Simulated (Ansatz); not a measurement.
# Bi2Te3: the cost of one run

Computed with Ansatz 0.2.0 (DFT PBE, scalar-relativistic, plane waves, PAW, unless a step's input says otherwise).

### 1 The starting structure

The structure is trigonal, space group R3m (No. 160). Conventional cell: a = 4.417 Å, b = 4.417 Å, c = 29.840 Å, α = 90.00°, β = 90.00°, γ = 120.00°. Bi (site symmetry 3m) has 3 Te at 3.03 Å and 3 Bi at 3.43 Å as nearest neighbours. Around Bi (site symmetry 3m) lie 3 Te at 3.27 Å and 3 Bi at 3.43 Å. Te (site symmetry 3m) has 6 Te at 3.04 to 3.45 Å as nearest neighbours. Around Te (site symmetry 3m) lie 3 Bi at 3.03 Å and 3 Te at 3.45 Å. Te (site symmetry 3m) is surrounded by 3 Te at 3.04 Å and 3 Bi at 3.27 Å.

Coordinates:

```cif
data_structure
_symmetry_space_group_name_H-M 'R3m:H'
_symmetry_Int_Tables_number 160
_cell_length_a 4.4170
_cell_length_b 4.4170
_cell_length_c 29.8400
_cell_angle_alpha 90.000
_cell_angle_beta 90.000
_cell_angle_gamma 120.000
_cell_volume 504.18
loop_
_atom_site_label
_atom_site_type_symbol
_atom_site_symmetry_multiplicity
_atom_site_Wyckoff_symbol
_atom_site_fract_x
_atom_site_fract_y
_atom_site_fract_z
_atom_site_occupancy
Bi1 Bi 3 a 0.66667 0.33333 0.14533 1
Bi2 Bi 3 a 0.33333 0.66667 0.06867 1
Te1 Te 3 a 0.33333 0.66667 0.27767 1
Te2 Te 3 a 0.00000 0.00000 0.20000 1
Te3 Te 3 a 0.00000 0.00000 0.00000 1
```

The structure comes from the Crystallography Open Database.

(A quick probe on a coarse mesh, which set the mesh and smearing, is not shown.)

### 3 Coarse relaxation

input.yaml

```yaml
crystal:
  lattice:
    - [2.2085011708, 1.2750787454, 9.9466696256]
    - [-2.2085011708, 1.2750787454, 9.9466696256]
    - [0.0, -2.5501574909, 9.9466696256]
  atoms:
    - { symbol: Bi, position: [0.812, 0.812, 0.812] }
    - { symbol: Bi, position: [0.402, 0.402, 0.402] }
    - { symbol: Te, position: [0.611, 0.611, 0.611] }
    - { symbol: Te, position: [0.2, 0.2, 0.2] }
    - { symbol: Te, position: [0.0, 0.0, 0.0] }
basis:
  ecutwfc: 420
kpoints:
  mp_grid: { grid: [6, 6, 6] }
hamiltonian:
  xc: pbe
scf:
  occupations: { method: gaussian, width: 0.1 }
output:
  forces: true
  stress: true
  eigenvalues: true
relax:
  adjacent_minimum: "off"
  f_tol: 0.05
  max_steps: 80
  cell: { stress_tol: 0.5 }
```

Command:

```console
ansatz run input.yaml --threads 8 --pin off --max-ram 15360MiB --backend cpu --events-out ev --progress --plain --runs-dir out
```

Q: Estimate wall time and peak memory on 8 threads of Arm Neoverse V1, shared host.

About 25 s, with a peak of 0.74 GiB.
